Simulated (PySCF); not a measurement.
# Multinuclear NMR of urea

Bonds (- single, = double, # triple, : aromatic): N1-C2 1.376 Å, C2-N3 1.377 Å, C2=O4 1.211 Å. N1 carries H5, H6; N3 carries H7, H8.

Isolated molecule, averaged over atoms made equivalent by symmetry, fast rotation or ring inversion, one conformer, no relativistic terms. Structure optimised with PBE0-D3(BJ)/def2-TZVP; NMR shieldings at B97-2/pcSseg-2/GIAO; PySCF 2.14.

Q: What are the ¹⁵N shifts?

A: 
| atoms | environment | σ (ppm) | δ (ppm) |
| --- | --- | --- | --- |
| N1/N3 | amide-type nitrogen | 177.4 | -313.0 |

Shieldings were converted by a linear fit to measured shifts: ¹⁵N: δ = -149.73 − 0.920σ (rms 6.4 ppm, 44 shifts vs CH3NO2, solution or neat liquid). Occasional misses reach two or three times the rms, and more in compound classes unlike the fitted ones.

On a 500 MHz spectrometer ¹⁵N resonates near 50.7 MHz, so 1 ppm is 50.7 Hz.

Q: Predict the ¹⁷O NMR data.

A: 
| atoms | environment | σ (ppm) | δ (ppm) |
| --- | --- | --- | --- |
| O4 | amide-type carbonyl oxygen | 8.4 | 266.1 |

Shieldings were converted by a linear fit to measured shifts: ¹⁷O: δ = 274.03 − 0.947σ (rms 12.2 ppm, 99 shifts vs liquid water, solution or neat liquid). A few per cent of atoms miss by over 2 rms, more outside the fitted compound classes.

On a 300 MHz spectrometer ¹⁷O resonates near 40.7 MHz, so 1 ppm is 40.7 Hz.

Hydrogen bonding in solution shields acid and N–H amide carbonyl oxygens by tens of ppm.
